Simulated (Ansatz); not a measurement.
A surface is cut from this relaxed crystal of InAs:

```cif
data_structure
_symmetry_space_group_name_H-M 'F-43m'
_symmetry_Int_Tables_number 216
_cell_length_a 6.1868
_cell_length_b 6.1868
_cell_length_c 6.1868
_cell_angle_alpha 90.000
_cell_angle_beta 90.000
_cell_angle_gamma 90.000
_cell_volume 236.80
loop_
_atom_site_label
_atom_site_type_symbol
_atom_site_symmetry_multiplicity
_atom_site_Wyckoff_symbol
_atom_site_fract_x
_atom_site_fract_y
_atom_site_fract_z
_atom_site_occupancy
In1 In 4 a 0.00000 0.00000 0.00000 1
As1 As 4 c 0.25000 0.25000 0.25000 1
```

Miller indices refer to the conventional cell of F-43m (No. 216), a = 6.187 Å, b = 6.187 Å, c = 6.187 Å, α = 90.00°, β = 90.00°, γ = 90.00°.

Consider the (100) slab of 9 planes, 12.4 Å thick with 15 Å of vacuum as cut; outer planes As (top) and As (bottom), all atoms relaxed.

Method: Ansatz 0.2.0, DFT PBE, scalar-relativistic, plane waves, PAW. Settings: cutoff 420 eV, Γ-centred mesh 8×8×1 on the computed 9-atom cell, Gaussian smearing of 0.10 eV; no spin polarisation. The cell repeats along c with a dipole correction in the vacuum.

The slab isn't stoichiometric (In4As5), so its surface energy depends on the chemical potentials; it is given with the excess atoms taken from the element's standard state, a limit at which the compound may itself be unstable, so the figure can be too low. The work function read from the bulk's Fermi level differs by 0.26 eV, so the slab's middle doesn't match the bulk reference (too thin, or relaxed to another structure or magnetic state).

(1) Predict the surface energy with the excess atoms taken from the elements.

(2) Predict the work function.

(3) The top two planes lie 1.547 Å apart in the bulk. How does relaxation change this?

## Answers

(1) 1.38 J/m².

(2) 5.71 eV.

(3) The spacing becomes 1.515 Å (-2.1 %).